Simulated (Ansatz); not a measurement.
**Si: a line through an energy map**

One table from this session's results is given with a row withheld; the runs are named, their logs left out.

Computed with Ansatz 0.2.0 (DFT PBE, scalar-relativistic, plane waves, PAW, unless a step's input says otherwise).

16 further runs of the same task are left out: 16 set aside as unsound or not needed.

### The system as given

Symmetry: I4/mmm, No. 139, tetragonal system. Conventional cell: a = 6.691 Å, b = 6.691 Å, c = 3.861 Å, α = 90.00°, β = 90.00°, γ = 90.00°. Si (site symmetry m2m) is surrounded by 4 Si at 2.36 to 2.39 Å.

Structure file:

```
CELL_PARAMETERS angstrom
-3.34558 3.34558 1.93042
3.34558 -3.34558 1.93042
3.34558 3.34558 -1.93042
ATOMIC_POSITIONS crystal
Si 0.17861 0.17861 0.35722
Si 0.82139 0.82139 0.64278
Si 0.17861 0.82139 0.00000
Si 0.82139 0.17861 0.00000
```

It goes back to an entry of the Materials Project, which need not be the stable form.

It is the result of an earlier relaxation at this level (volume 21.61 Å³/atom; gap on the mesh: 0.41 eV).

### Plan of the line

The energy is mapped over volume and the cell's shape.

The axes are (1) volume per atom: 7 values from 19.88 to 23.34 Å³; (2) c/a of the conventional cell: 7 values from 0.511 to 0.651.

Nothing else is relaxed (fractional coordinates fixed). Energies count from the relaxed crystal. Points are written as (first, second).

The first run:

Contents of input.yaml:

```yaml
crystal:
  lattice:
    - [-3.4057070801, 3.4057070801, 1.8131984494]
    - [3.4057070801, -3.4057070801, 1.8131984494]
    - [3.4057070801, 3.4057070801, -1.8131984494]
  atoms:
    - { symbol: Si, position: [0.1786105079, 0.1786105079, 0.3572210158] }
    - { symbol: Si, position: [0.8213894921, 0.8213894921, 0.6427789842] }
    - { symbol: Si, position: [0.1786105079, 0.8213894921, 0.0] }
    - { symbol: Si, position: [0.8213894921, 0.1786105079, 0.0] }
basis:
  ecutwfc: 420
kpoints:
  mp_grid: { grid: [12, 12, 12] }
hamiltonian:
  xc: pbe
  pseudopotentials: { kind: paw, azcp: { folder: soft_1 } }
scf:
  occupations: { method: gaussian, width: 0.05 }
output:
  forces: true
  stress: true
  eigenvalues: true
```

On the command line:

```console
> ansatz run input.yaml --threads 1 --pin off --max-ram 2048MiB --backend cpu --events-out ev --progress --plain --runs-dir out
```

Among the steps run: Grid point (21.03 Å³, 0.532); Grid point (21.61 Å³, 0.532); Grid point (22.18 Å³, 0.532); The run at (22.76 Å³, 0.532); Point (23.34 Å³, 0.532).

One table of the session follows, with a row left open; its other results are not shown here.

```
volume per atom (Å³)  energy (meV/atom)  slope (meV/atom per Å³)  pressure (GPa)  band gap on the k-mesh (eV)  largest force on an atom (eV/Å)
               19.88                101                      −57             9.1                        0.000                             1.03
               20.45                 74                      −37             5.9                        0.000                             0.94
               21.03                 58                      −20             3.2                        0.000                             0.87
               21.61                 51                       −5             0.8                        0.000                             0.81
               22.18                  ?                        ?               ?                            ?                                ?
               22.76                 60                       20            −3.1                        0.024                             0.69
               23.34                 74                       29            −4.7                        0.034                             0.64
```

Estimate the missing values for volume per atom (Å³) = 22.18.

Worked estimate for «energy (meV/atom)». A straight line through the neighbours (21.61, 51) and (22.76, 60) gives 51 + (60 − 51) × (22.18 − 21.61) / (22.76 − 21.61) = 55; a parabola fitted to 4 rows on both sides gives 52.

The run gave: energy (meV/atom): 52; slope (meV/atom per Å³): 8; pressure (GPa): −1.3; band gap on the k-mesh (eV): 0.011; largest force on an atom (eV/Å): 0.75. In «energy (meV/atom)» the line misses by +3 and the parabola by +0.

Energies count from the relaxed crystal. Rows without a step come from runs not printed here or follow by symmetry. Slopes come from the forces (and the stress, where the cell changes), not from differences of energies.

Caveats from the session: This is one cut through a surface in two coordinates; the map's lowest point lies off it.
